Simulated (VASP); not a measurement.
A run of VASP 6.6.1 is set up as follows.

Contents of INCAR:

```
SYSTEM = IrO2
PREC = Accurate ; ENCUT = 600
EDIFF = 1E-7 ; ISMEAR = 1
SIGMA = 0.1 ; LREAL = .False.
LASPH = .True. ; NELM = 80
ALGO = Normal ; ISIF = 3
LWAVE = .False. ; LCHARG = .False.
GGA = PS ; IBRION = 2
NSW = 90 ; EDIFFG = -0.005
KPAR = 4
```

KPOINTS

```
regular mesh
0
Gamma
  8 8 12
  0 0 0
```

The input POSCAR:

```
IrO2                                    
1.0
    4.4845155486      0.0000000000      0.0000000000
   -0.0000000000      4.4845155486      0.0000000000
    0.0000000000      0.0000000000      3.1636025679
  Ir              O             
     2     4
Direct
     0.0000000000000000    1.0000000000000000    1.0000000000000000
     0.5000000000000000    0.5000000000000000    0.5000000000000000
     0.3088788507709553    0.3088788507709553    0.0000000000000000
     0.1911211492290447    0.8088788507709552    0.5000000000000000
     0.6911211492290448    0.6911211492290448    0.0000000000000000
     0.8088788507709552    0.1911211492290447    0.5000000000000000
```

Potentials or basis: VASP PAW PBE potentials, release 64 (Ir, O).

Command:

```sh
$ cat potpaw_PBE.64/Ir/POTCAR potpaw_PBE.64/O/POTCAR > POTCAR
$ mpirun -np 4 vasp_std > vasp.out
```

Question: Predict the relaxed volume.

Answer: 10.60 Å³/atom.

Question: Estimate the relaxed cell.

Answer: a = 4.484 Å, b = 4.484 Å, c = 3.164 Å, α = 90.00°, β = 90.00°, γ = 90.00°.

Question: Estimate the space group after relaxing (to 0.05 Å).

Answer: P4_2/mnm (No. 136).

Question: Predict the band gap on the k mesh.

Answer: None (metal or under the smearing width).

Final structure:
```
CELL_PARAMETERS angstrom
4.48377 0.00000 0.00000
0.00000 4.48377 0.00000
0.00000 0.00000 3.16379
ATOMIC_POSITIONS crystal
Ir 0.00000 0.00000 0.00000
Ir 0.50000 0.50000 0.50000
O 0.30885 0.30885 0.00000
O 0.19115 0.80885 0.50000
O 0.69115 0.69115 0.00000
O 0.80885 0.19115 0.50000
```

Caveat: the PAW data sets were made with another functional, which shifts forces and pressure a little. Spin-orbit coupling is left out, which matters for the levels of Ir.
